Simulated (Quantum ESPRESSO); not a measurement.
The system is CsSnBr3.

```xyz
5
Lattice="5.8390 0.0000 0.0000 0.0000 5.8390 0.0000 0.0000 0.0000 5.8390" Properties=species:S:1:pos:R:3 pbc="T T T"
Cs    0.0000    0.0000    0.0000
Sn    2.9195    2.9195    2.9195
Br    0.0000    2.9195    2.9195
Br    2.9195    2.9195    0.0000
Br    2.9195    0.0000    2.9195
```

The cell is a database's computed one.

Base run:

| Item | Value |
| --- | --- |
| Program | Quantum ESPRESSO 7.5 |
| Functional | r2SCAN |
| Potentials or basis | SG15 PBE 1.2 |
| Cutoff | 952 eV |
| Density cutoff | 3810 eV |
| k mesh | 5 × 5 × 5 |
| Occupations | fermi-dirac, width 0.05 eV |
| Spin | no spin polarisation |

Its results: pressure -0.5 GPa.

Q: The run is repeated on the same cell with these changes: functional from r2SCAN to LDA; potentials or basis from SG15 PBE 1.2 to GBRV 1.5 LDA; cutoff from 952 eV to 925 eV; density cutoff from 3810 eV to 7401 eV. What comes out?

A: Pressure -2.1 GPa.

Caveats: the potentials were made for another functional, which shifts forces and pressure (some runs).
